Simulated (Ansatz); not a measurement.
Ansatz input

```yaml
crystal:
  lattice:
    - [3.0479767648, 0.0, 0.0]
    - [0.0, 3.0479767648, 0.0]
    - [0.0, 0.0, 3.0479767648]
  atoms:
    - { symbol: Mg, position: [0.0, 0.0, 0.0] }
hamiltonian:
  xc: revpbe
  pseudopotentials:
    kind: paw
    azcp:
      Mg: "pseudopotentials/Mg.paw.azcp"
basis:
  ecutwfc: 420
  fft_grid_basis: typed
kpoints:
  mp_grid: { grid: [17, 17, 17], shift: [0, 0, 0] }
magnetization:
  spin_polarized: false
scf:
  occupations: { method: fermi_dirac, width: 0.1 }
```

Terminal output

```
Engine: ansatz 0.2.0, aarch64-unknown-linux-gnu
Pseudopotentials: kind: paw
Pseudopotential: Mg, paw, valence charge 10, recommended cutoff 420 eV (normal) 
Functional definition: revPBE
  parameter kappa = 1.245
  parameter beta = 0.06672455060314922
  exchange = pbe_x(kappa = kappa, mu = beta*pi^2/3)
  correlation = pbe_c(beta = beta)
Crystal: 1 atoms, lattice volume = 28.316 Å³
Basis set: ecut = 420 eV, 515 PW (Γ)
Bands: 9, of which v1, the nominal top of the filled ones, is band 5 counted from 1 (4 counted from 0)
Symmetry: 48 space group operations
Space group: Pm-3m (ITA 221), of the structure as read, at distance tolerance 3.0e-5 Å
k-points: 165 of 4913
Non-local potential: Mg, projectors of the file, l = 0: 3, l = 1: 2, l = 2: 1
PAW form: soft (Blöchl's): semilocal exchange-correlation on the pseudo side does not see the compensation charge
PAW frozen core: Mg, regenerated for the run's functional, and the local potential with it (the file was generated under x = pbe(κ = 0.804, μ = 0.2195149727645171), c = pbe(β = 0.06672455060314922))
PAW one-centre angular grid: Mg, 110 points (default); XC on 64 Gauss nodes
Initial density: superposition of atomic densities (neutral atoms: chi_scale 0, normalization atom), corrected by the library's trained network
Initial wavefunctions: pseudopotential atomic-orbital guess
Functional: x = revpbe(κ = 1.245, μ = 0.2195149727645171), c = pbe(β = 0.06672455060314922)
SCF iter   1: F=—  HF=-1925.471603 eV  |F-HF|=—  |Δ(HF+E_count)|=         —  Δρ=1.99e-3  dr2=3.90e-4  ethr=1.77e-3  ⟨swp⟩=5.7  Hψ=10489  notcnv=0
SCF iter   2: F=—  HF=-1925.471457 eV  |F-HF|=—  |Δ(HF+E_count)|=   1.47e-4  Δρ=6.74e-4  dr2=1.01e-4  ethr=3.90e-6  ⟨swp⟩=2.0  Hψ=3606  notcnv=0
SCF iter   3: F=—  HF=-1925.471491 eV  |F-HF|=—  |Δ(HF+E_count)|=   3.46e-5  Δρ=2.42e-4  dr2=1.31e-5  ethr=1.01e-6  ⟨swp⟩=1.3  Hψ=1559  notcnv=0
SCF iter   4: F=—  HF=-1925.471499 eV  |F-HF|=—  |Δ(HF+E_count)|=   7.86e-6  Δρ=1.37e-5  dr2=2.39e-8  ethr=1.31e-7  ⟨swp⟩=2.4  Hψ=2002  notcnv=0
iter 5 did not close the SCF: its close was put off for the readings that it lacked (scf_convergence_deferred on its scf_iter line)
SCF iter   5: F=-1925.471499 eV  HF=-1925.471499 eV  |F-HF|=1.46e-11  |Δ(HF+E_count)|=   6.02e-8  Δρ=4.56e-7  dr2=5.29e-11  ethr=2.39e-10  ⟨swp⟩=2.0  Hψ=2339  notcnv=0
SCF iter   6: F=-1925.471499 eV  HF=-1925.471499 eV  |F-HF|=6.82e-13  |Δ(HF+E_count)|=  3.68e-11  Δρ=5.93e-8  dr2=4.43e-13  ethr=1.00e-12  ⟨swp⟩=1.0  Hψ=4428  notcnv=0
SCF 1 converged in 6 iterations: F = -1925.471499 eV  dr2 = 4.43e-13
SCF converged after 6 iterations
Free energy (F): -1925.471499 eV
Harris-Foulkes:  -1925.471499 eV  (|F-HF|=6.82e-13)
Internal energy: -1925.454779 eV  (E = F + TS)
E sigma→0 (E₀):  -1925.463139 eV
Entropy (-TS):   -0.016720 eV (-16.720 meV/atom)
Fermi energy:    4.078216 eV
--- Per-component energies (eV) ---
  E_band       = -374.721639
  E_kinetic    = 73.767334
  E_local      = -1724.637273  (includes V_loc(G=0)·N_el)
  E_nonlocal   = 96.078114
  E_hartree    = 621.985282
  E_xc         = -27.763845
  E_vxc        = -35.684048  (∫ρ·V_xc dr)
  E_paw        = -294.649664  (= ΣΔE_a)
  E_vpaw       = -28.216311  (= ΣTr[D̂ρ^β])
  E_aug_tail   = -0.000004  (compensation charges beyond the density's cutoff)
  E_ewald      = -670.216359
  E_core_change = -0.018363  (= ΣΔE_core)
  E_smearing   = -0.016720  (= −TS)
  E_closure    = 0.000000  (closes the sum)
  Σ components = -1925.471499   (vs F -1925.471499, Δ=0.00e0)
```
